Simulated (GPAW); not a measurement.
# Ti (P6_3/mmc) in GPAW: further runs, part 2 of 2

GPAW 26.7.0.

**4. Relaxation of cell and atoms, PBEsol+D3(BJ)**

Contents of run.py:

```python
from ase import Atoms
from ase.calculators.mixing import SumCalculator
from ase.filters import FrechetCellFilter
from ase.io import write
from ase.optimize import BFGS
from dftd3.ase import DFTD3
from gpaw import GPAW, PW, setup_paths

setup_paths.insert(0, '.')

atoms = Atoms(['Ti', 'Ti'],
              cell=[[2.95, 0.0, 0.0],
                    [-1.475, 2.5547749412, 0.0],
                    [0.0, 0.0, 4.68]],
              scaled_positions=[[0.6666666667, 0.3333333333, 0.75],
                                [0.3333333333, 0.6666666667, 0.25]],
              pbc=True)

calc = GPAW(mode=PW(600),
            xc='PBEsol',
            kpts={'size': (9, 9, 5), 'gamma': True},
            occupations={'name': 'fermi-dirac', 'width': 0.05},
            nbands=24,
            convergence={'density': 1e-05, 'forces': 0.0001},
            maxiter=150,
            txt='gpaw.txt')
atoms.calc = SumCalculator([calc, DFTD3(method='pbesol', damping='d3bj')])
opt = BFGS(FrechetCellFilter(atoms), trajectory='relax.traj', logfile='-')
done = opt.run(fmax=0.02, steps=60)
calc.write('gs.gpw')
write('result.traj', atoms)
print('Converged:', done)
print('Cell:', atoms.cell.cellpar().round(4))
print('Volume:', round(atoms.get_volume(), 4))
print(atoms.get_scaled_positions().round(5))
```

Potentials or basis: PAW data sets generated in the run's folder for this functional, pw.

Started as:

```sh
$ gpaw-setup -f PBEsol Ti
$ OMP_NUM_THREADS=1 python run.py
```

gpaw.txt:

```text
__  _  _
 | _ |_)|_||  |
 |__||  | ||/\| - 26.7.0

Input parameters:
  mode=PW(ecut=600.0),
  convergence={'density': 1e-05, 'forces': 0.0001},
  kpts=MonkhorstPack(size=(9, 9, 5), gamma=True),
  maxiter=150,
  nbands=24,
  occupations=Occupations(name='fermi-dirac', width=0.05),
  xc=XC(name='PBEsol')

Diagonalizing LCAO Hamiltonian
Converting LCAO to pw mode

          Ti

        Ti

Atoms  # Å, Bohr magnetons
|   | symbol |         x |        y |        z |    initial magnetic moments |
|---|--------|-----------|----------|----------|-----------------------------|
| 0 |     Ti |  1.475000 | 0.851592 | 3.510000 | ( 0.0000,  0.0000,  0.0000) |
| 1 |     Ti | -0.000000 | 1.703183 | 1.170000 | ( 0.0000,  0.0000,  0.0000) |

Unit cell  # Å
| periodic |         x |        y |        z |  lengths |     angles |
[... 589 lines left out ...]
  Entropy:          -0.013600
  Spinorbit:         0.000000
  ----------------------------
  Free energy:     -14.302173
  Extrapolated:    -14.295372
[... 50 lines left out ...]
Atoms  # Å, Bohr magnetons
|   | symbol |         x |        y |        z |    initial magnetic moments |
|---|--------|-----------|----------|----------|-----------------------------|
| 0 |     Ti |  1.424250 | 0.822291 | 3.382217 | ( 0.0000,  0.0000,  0.0000) |
| 1 |     Ti | -0.000000 | 1.644582 | 1.127402 | ( 0.0000,  0.0000,  0.0000) |

Unit cell  # Å
| periodic |         x |         y |         z |  lengths |     angles |
|----------|-----------|-----------|-----------|----------|------------|
|      yes |  2.848500 |  0.000000 | -0.000000 | 2.848500 |  90.000000 |
|      yes | -1.424250 |  2.466873 | -0.000000 | 2.848500 |  90.000000 |
|      yes | -0.000000 | -0.000000 |  4.509618 | 4.509618 | 120.000000 |

Number of symmetries: 12
Symmetry operations  # r_c * U_cc + t_c -> r_c
|    | kind |            matrix            |
|----|------|------------------------------|
|  0 |  σ   |  1, 1, 0,  0,-1, 0,  0, 0, 1 |
|  1 |  S6  |  1, 1, 0, -1, 0, 0,  0, 0,-1 |
|  2 |  E   |  1, 0, 0,  0, 1, 0,  0, 0, 1 |
|  3 |  C2  |  1, 0, 0, -1,-1, 0,  0, 0,-1 |
|  4 |  C2  |  0, 1, 0,  1, 0, 0,  0, 0,-1 |
|  5 |  C3  |  0, 1, 0, -1,-1, 0,  0, 0, 1 |
|  6 |  S6  |  0,-1, 0,  1, 1, 0,  0, 0,-1 |
|  7 |  σ   |  0,-1, 0, -1, 0, 0,  0, 0, 1 |
|  8 |  σ   | -1, 0, 0,  1, 1, 0,  0, 0, 1 |
[... 177 lines left out ...]
Forces  # eV/Ang
|        x |        y |        z |
|----------|----------|----------|
|  0.00000 |  0.00000 | -0.00002 |  # Ti   0
| -0.00000 | -0.00000 |  0.00002 |  # Ti   1

# Writing to gs.gpw (mode='')
```

stdout:

```text
Step          Energy          fmax
BFGS:    0      -15.499942        1.351571
BFGS:    1      -15.558111        1.023690
BFGS:    2      -15.621141        0.127343
BFGS:    3      -15.623726        0.016072
Converged: True
Cell: [  2.8485   2.8485   4.5096  90.      90.     120.    ]
Volume: 31.6886
[[0.66667 0.33333 0.75   ]
 [0.33333 0.66667 0.25   ]]
```

It took 89 s on 1 thread of Arm Neoverse V2, shared host; peak memory 0.25 GiB.

Results:

- Free energy: -15.6305 eV
- Relaxed volume: 15.84 Å³/atom
- Relaxed cell: a = 2.848 Å, b = 2.848 Å, c = 4.510 Å, α = 90.00°, β = 90.00°, γ = 120.00°
- Space group after relaxing (to 0.05 Å): P6_3/mmc (No. 194)
- Energy gained by relaxing: 61.9 meV/atom
- Ionic steps: 4
- Pressure after relaxing: -0.1 GPa
- Band gap on the k mesh: none (metal or under the smearing width)
- Dispersion energy per atom: -0.658 eV

The path:
```
step  energy change (eV)  largest force (eV/Å)  pressure (GPa)  volume (Å³)
   1              0.0000                0.0000          -11.75        35.27
   2             -0.0582                0.0001           -9.17        34.31
   3             -0.1212                0.0000            1.02        31.43
   4             -0.1238                0.0000           -0.07        31.69
```

Final structure:
```cif
data_structure
_symmetry_space_group_name_H-M 'P 1'
_symmetry_Int_Tables_number 1
_cell_length_a 2.8485
_cell_length_b 2.8485
_cell_length_c 4.5096
_cell_angle_alpha 90.000
_cell_angle_beta 90.000
_cell_angle_gamma 120.000
_cell_volume 31.69
loop_
_atom_site_label
_atom_site_type_symbol
_atom_site_fract_x
_atom_site_fract_y
_atom_site_fract_z
_atom_site_occupancy
Ti1 Ti 0.66667 0.33333 0.75000 1
Ti2 Ti 0.33333 0.66667 0.25000 1
```

Levels at points of the mesh, in eV from the Fermi level:
| k point | band 10 | band 11 | band 12 | band 13 | band 14 | band 15 |
| --- | --- | --- | --- | --- | --- | --- |
| (0.00, 0.00, 0.00) | -2.94 | 0.81 | 0.81 | 0.95 | 1.03 | 1.38 |

Caveat: later steps reuse the first step's grids; pairwise dispersion overbinds metals, which lowers pressure and volume.

**5. Relaxation of cell and atoms, PBEsol+D3(BJ)+ATM**

run.py, as its differences from that of step 4:

```diff
@@ -26,3 +26,3 @@
             txt='gpaw.txt')
-atoms.calc = SumCalculator([calc, DFTD3(method='pbesol', damping='d3bj')])
+atoms.calc = SumCalculator([calc, DFTD3(damping='d3bj', params_tweaks=dict(method='pbesol', atm=True))])
 opt = BFGS(FrechetCellFilter(atoms), trajectory='relax.traj', logfile='-')
```

Potentials or basis: PAW data sets generated in the run's folder for this functional, pw.

Started as:

```sh
$ gpaw-setup -f PBEsol Ti
$ OMP_NUM_THREADS=1 python run.py
```

gpaw.txt:

```text
__  _  _
 | _ |_)|_||  |
 |__||  | ||/\| - 26.7.0

Input parameters:
  mode=PW(ecut=600.0),
  convergence={'density': 1e-05, 'forces': 0.0001},
  kpts=MonkhorstPack(size=(9, 9, 5), gamma=True),
  maxiter=150,
  nbands=24,
  occupations=Occupations(name='fermi-dirac', width=0.05),
  xc=XC(name='PBEsol')

Diagonalizing LCAO Hamiltonian
Converting LCAO to pw mode

          Ti

        Ti

Atoms  # Å, Bohr magnetons
|   | symbol |         x |        y |        z |    initial magnetic moments |
|---|--------|-----------|----------|----------|-----------------------------|
| 0 |     Ti |  1.475000 | 0.851592 | 3.510000 | ( 0.0000,  0.0000,  0.0000) |
| 1 |     Ti | -0.000000 | 1.703183 | 1.170000 | ( 0.0000,  0.0000,  0.0000) |

Unit cell  # Å
| periodic |         x |        y |        z |  lengths |     angles |
|----------|-----------|----------|----------|----------|------------|
|      yes |  2.950000 | 0.000000 | 0.000000 | 2.950000 |  90.000000 |
[... 572 lines left out ...]
|iter:   7| |  -14.312861c| -7.61c| -4.09 |      |
|iter:   8| |  -14.312861c| -7.83c| -4.92 |      |
|iter:   9| |  -14.312861c| -8.48c| -5.69c|      |
|iter:  10| |  -14.312861c| -8.93c| -6.01c|-3.70 |
|iter:  11| |  -14.312861c| -9.35c| -6.45c|-4.77c|

Converged in 11 steps
Energy contributions relative to reference atoms: (reference = -46395.495296)

Energy contributions:
  Kinetic:          16.166275
  Coulomb:         -14.114820
  Zero:              0.035863
  External:          0.000000
  Xc:              -16.393361
  Entropy:          -0.013635
  Spinorbit:         0.000000
  ----------------------------
  Free energy:     -14.319679
  Extrapolated:    -14.312861
[... 31 lines left out ...]
Stress tensor  # eV/Ang^3
|         x |         y |         z |
|-----------|-----------|-----------|
| -0.038151 |  0.000000 |  0.000000 |
|  0.000000 | -0.038151 |  0.000000 |
|  0.000000 |  0.000000 | -0.040033 |

Forces  # eV/Ang
|       x |        y |        z |
|---------|----------|----------|
| 0.00000 | -0.00000 | -0.00001 |  # Ti   0
| 0.00000 |  0.00000 |  0.00001 |  # Ti   1

Interpolating wave functions to new cell

          Ti
[... 199 lines left out ...]
Stress tensor  # eV/Ang^3
|         x |         y |         z |
|-----------|-----------|-----------|
| -0.032420 |  0.000000 |  0.000000 |
|  0.000000 | -0.032420 | -0.000000 |
|  0.000000 | -0.000000 | -0.033593 |

Forces  # eV/Ang
|        x |       y |        z |
|----------|---------|----------|
|  0.00000 | 0.00000 | -0.00002 |  # Ti   0
| -0.00000 | 0.00000 |  0.00002 |  # Ti   1

# Writing to gs.gpw (mode='')
```

stdout:

```text
Step          Energy          fmax
BFGS:    0      -15.394455        1.247726
BFGS:    1      -15.443136        0.941389
BFGS:    2      -15.494191        0.103783
BFGS:    3      -15.496167        0.011797
Converged: True
Cell: [  2.8578   2.8578   4.5237  90.      90.     120.    ]
Volume: 31.9952
[[0.66667 0.33333 0.75   ]
 [0.33333 0.66667 0.25   ]]
```

It took 88 s on 1 thread of Arm Neoverse V2, shared host; peak memory 0.25 GiB.

What came out:

| Item | Value |
| --- | --- |
| Free energy | -15.5030 eV |
| Relaxed volume | 16.00 Å³/atom |
| Relaxed cell | a = 2.858 Å, b = 2.858 Å, c = 4.524 Å, α = 90.00°, β = 90.00°, γ = 120.00° |
| Space group after relaxing (to 0.05 Å) | P6_3/mmc (No. 194) |
| Energy gained by relaxing | 50.9 meV/atom |
| Ionic steps | 4 |
| Pressure after relaxing | -0.1 GPa |
| Band gap on the k mesh | none (metal or under the smearing width) |
| Dispersion energy per atom | -0.587 eV |

Stress tensor (GPa, compression positive):
```
-0.12  0.00  0.00
 0.00 -0.12  0.00
 0.00  0.00  0.08
```

Step by step:
```tsv
step	energy change (eV)	largest force (eV/Å)	pressure (GPa)	volume (Å³)
1	0.0000	0.0000	-10.80	35.27
2	-0.0487	0.0001	-8.37	34.38
3	-0.0997	0.0000	0.84	31.78
4	-0.1017	0.0000	-0.05	32.00
```

Final structure:
```
Ti
1.0
     2.85778    0.00000    0.00000
    -1.42889    2.47491    0.00000
     0.00000    0.00000    4.52373
Ti
2
Direct
  0.66667 0.33333 0.75000
  0.33333 0.66667 0.25000
```

Levels at points of the mesh, in eV from the Fermi level:
```tsv
k point	band 8	band 9	band 10	band 11	band 12	band 13	band 14	band 15	band 16	band 17
(0.00, 0.00, 0.00)	-32.33	-6.37	-2.91	0.80	0.80	0.95	1.00	1.37	1.37	1.75
```

Caveat: later steps reuse the first step's grids; pairwise dispersion overbinds metals, which lowers pressure and volume.

**6. Relaxation of cell and atoms, PBEsol+D4**

run.py, as its differences from that of step 5:

```diff
@@ -5,3 +5,3 @@
 from ase.optimize import BFGS
-from dftd3.ase import DFTD3
+from dftd4.ase import DFTD4
 from gpaw import GPAW, PW, setup_paths
@@ -26,3 +26,3 @@
             txt='gpaw.txt')
-atoms.calc = SumCalculator([calc, DFTD3(damping='d3bj', params_tweaks=dict(method='pbesol', atm=True))])
+atoms.calc = SumCalculator([calc, DFTD4(method='pbesol')])
 opt = BFGS(FrechetCellFilter(atoms), trajectory='relax.traj', logfile='-')
```

Potentials or basis: PAW data sets generated in the run's folder for this functional, pw.

Started as:

```sh
$ gpaw-setup -f PBEsol Ti
$ OMP_NUM_THREADS=1 python run.py
```

Wall time 90 s (1 thread of Arm Neoverse V2, shared host); peak memory 0.24 GiB.

The run converged. Its results:

| Quantity | Value |
| --- | --- |
| Free energy | -14.6013 eV |
| Relaxed volume | 16.50 Å³/atom |
| Relaxed cell | a = 2.888 Å, b = 2.888 Å, c = 4.570 Å, α = 90.00°, β = 90.00°, γ = 120.00° |
| Space group after relaxing (to 0.05 Å) | P6_3/mmc (No. 194) |
| Energy gained by relaxing | 21.4 meV/atom |
| Ionic steps | 4 |
| Pressure after relaxing | 0.0 GPa |
| Band gap on the k mesh | none (metal or under the smearing width) |
| Dispersion energy per atom | -0.123 eV |

The path:
```
step  energy change (eV)  largest force (eV/Å)  pressure (GPa)  volume (Å³)
   1              0.0000                0.0000           -7.33        35.27
   2             -0.0214                0.0000           -5.61        34.67
   3             -0.0422                0.0000            0.37        32.90
   4             -0.0429                0.0000           -0.01        33.00
```

Final structure:
```
Ti
1.0
     2.88775    0.00000    0.00000
    -1.44388    2.50087    0.00000
     0.00000    0.00000    4.56957
Ti
2
Direct
  0.66667 0.33333 0.75000
  0.33333 0.66667 0.25000
```

Levels at points of the mesh, in eV from the Fermi level:
```csv
k point,band 10,band 11,band 12,band 13,band 14,band 15
"(0.00, 0.00, 0.00)",-2.83,0.79,0.79,0.90,0.93,1.34
```

Caveat: later steps reuse the first step's grids; pairwise dispersion overbinds metals, which lowers pressure and volume.

**7. The runs side by side**

```tsv
level	gap on the mesh (eV)	pressure (GPa)	relaxed volume (Å³/atom)
PBEsol	none	0.0	16.65
PBEsol+D3	none	0.0	16.04
PBEsol+D3(BJ)	none	-0.1	15.84
PBEsol+D3(BJ)+ATM	none	-0.1	16.00
PBEsol+D4	none	0.0	16.50
```

Alike in all rows: task relaxation of cell and atoms; potentials or basis PAW data sets generated in the run's folder for this functional, pw; no spin polarisation; cell relaxed; k mesh 9 × 9 × 5; cutoff (eV) 600; smearing fermi-dirac 0.05 eV.

Caveats: later steps reuse the first step's grids; pairwise dispersion overbinds metals, which lowers pressure and volume (some runs).

Total energies depend on the potentials used, so only differences within one code and one set of settings carry meaning.
